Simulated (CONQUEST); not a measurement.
Set up this calculation in CONQUEST 1.3, as the native input.

```
Task                : single point
Functional          : PBEsol
Potentials or basis : PseudoDojo NC PBEsol, DZP, grid cutoff 150 Ha
k mesh              : 8 × 6 × 5
Occupations         : fermi-dirac, width 0.05 eV
Spin                : no spin polarisation
Solver              : diagonalisation
SCF tolerance       : 1e-06
```

The system is SnO.

```
Sn O
1.0
     3.35500    0.00000    0.00000
     0.00000    4.22197    0.00000
     0.00000    0.00000    5.67410
Sn O
2 2
Direct
  0.50000 0.01314 0.23191
  0.00000 0.51314 0.76809
  0.50000 0.23686 0.89125
  0.00000 0.73686 0.10875
```

The cell comes from a database or a generator and needn't be the stable form of this composition.

One way to write it, as run:

Conquest_input

```
IO.Title SnO
IO.Coordinates coords.dat
IO.FractionalAtomicCoords T
IO.Iprint 2
IO.Iprint_init 1
General.NumberOfSpecies 2
General.PseudopotentialType hamann
AtomMove.TypeOfRun static
AtomMove.FullStress T
Grid.GridCutoff 150
DM.SolutionMethod diagon
Diag.MPMesh T
Diag.GammaCentred T
Diag.MPMeshX 8
Diag.MPMeshY 6
Diag.MPMeshZ 5
Diag.kT 0.00183747
minE.SCTolerance 1e-6
SC.MaxIters 100
IO.AtomChargeOutput T
IO.DumpChargeDensity T
IO.DumpESPot T
%block ChemicalSpeciesLabel
1 118.710 Sn
2 16.000 O
%endblock
```

coords.dat

```
    6.3400405968     0.0000000000     0.0000000000
    0.0000000000     7.9783670064     0.0000000000
    0.0000000000     0.0000000000    10.7225025626
4
  0.5000000000   0.0131440000   0.2319090000 1 T T T
  0.0000000000   0.5131440000   0.7680910000 1 T T T
  0.5000000000   0.2368570000   0.8912500000 2 T T T
  0.0000000000   0.7368570000   0.1087500000 2 T T T
```

Potentials or basis: PseudoDojo NC PBEsol, DZP, grid cutoff 150 Ha.

Run with:

```sh
$ OMP_NUM_THREADS=1 Conquest
```

It gave:

```json
{
 "Pressure": "-0.4 GPa",
 "Largest force": "0.136 eV/Å",
 "Band gap on the k mesh": "1.38 eV, indirect (least direct gap 1.98 eV)",
 "Mulliken charges": "Sn +0.85; O -0.85 e"
}
```

Caveat: Mulliken charges move with the basis; spin-orbit coupling is left out, which moves the levels of the heavy elements; an odd mesh through Γ misses points on the zone boundary, where band edges often lie; the basis of atomic orbitals isn't converged, which shifts pressures, moduli and gaps.

It took 96 s on 1 thread of Intel(R) Xeon(R) Platinum 8259CL CPU @ 2.50GHz (Skylake/Cascade Lake), on a shared host, peak memory 0.65 GiB.
